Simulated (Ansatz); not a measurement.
Density of states of Ge (I4_1/amd, a = 5.126 Å, b = 5.126 Å, c = 2.793 Å, α = 90.00°, β = 90.00°, γ = 90.00°), in states per eV and primitive cell, averaged over bins of 0.3 eV. Level of theory: Ansatz, DFT PBEsol, scalar-relativistic, plane waves, PAW.

Settings: cutoff 420 eV, Γ-centred mesh 16×16×16 on the computed 2-atom cell, Gaussian smearing of 0.10 eV; no spin polarisation.

The cell is relaxed at this level. The states (both spins) are summed by tetrahedra on a 24×24×24 mesh at the self-consistent density. Energies are bin centres; the table starts no lower than −8 eV and ends at 6 eV, or lower where the solved bands end.

It is a metal at this level.

```
E − E_F (eV) total Ge 4p Ge 4s
       -7.90   0.79   0.22   0.57
       -7.60   0.61   0.17   0.44
       -7.30   0.41   0.15   0.27
       -7.00   0.40   0.14   0.25
       -6.70   0.42   0.15   0.27
       -6.40   0.59   0.25   0.34
       -6.10   0.50   0.21   0.28
       -5.80   0.43   0.21   0.22
       -5.50   0.42   0.23   0.18
       -5.20   0.41   0.25   0.16
       -4.90   0.45   0.30   0.14
       -4.60   0.64   0.50   0.14
       -4.30   0.76   0.60   0.16
       -4.00   0.78   0.62   0.16
       -3.70   0.75   0.59   0.15
       -3.40   0.75   0.60   0.15
       -3.10   0.77   0.63   0.14
       -2.80   0.80   0.66   0.13
       -2.50   0.84   0.71   0.12
       -2.20   0.92   0.80   0.11
       -1.90   1.00   0.88   0.11
       -1.60   1.11   0.99   0.11
       -1.30   1.03   0.92   0.10
       -1.00   0.90   0.79   0.10
       -0.70   0.85   0.73   0.11
       -0.40   0.79   0.66   0.12
       -0.10   0.77   0.63   0.12
        0.20   0.77   0.61   0.13
        0.50   0.78   0.61   0.15
        0.80   0.80   0.62   0.16
        1.10   0.83   0.63   0.17
        1.40   0.79   0.59   0.16
        1.70   0.74   0.56   0.15
        2.00   0.78   0.59   0.15
        2.30   0.85   0.64   0.16
        2.60   0.86   0.65   0.15
        2.90   0.90   0.68   0.14
        3.20   1.00   0.75   0.14
        3.50   1.07   0.79   0.13
        3.80   1.00   0.72   0.11
        4.10   1.03   0.73   0.11
        4.40   1.07   0.75   0.10
        4.70   1.14   0.82   0.10
        5.00   1.35   0.99   0.11
        5.30   1.31   0.96   0.10
        5.60   1.19   0.87   0.09
```

The columns after the total are the Löwdin projections on the occupied valence shells of the potentials. The rest of the total lies in shells that are empty in the free atom, which aren't projected, and between the atoms.

This form isn't the element's structure at ambient conditions.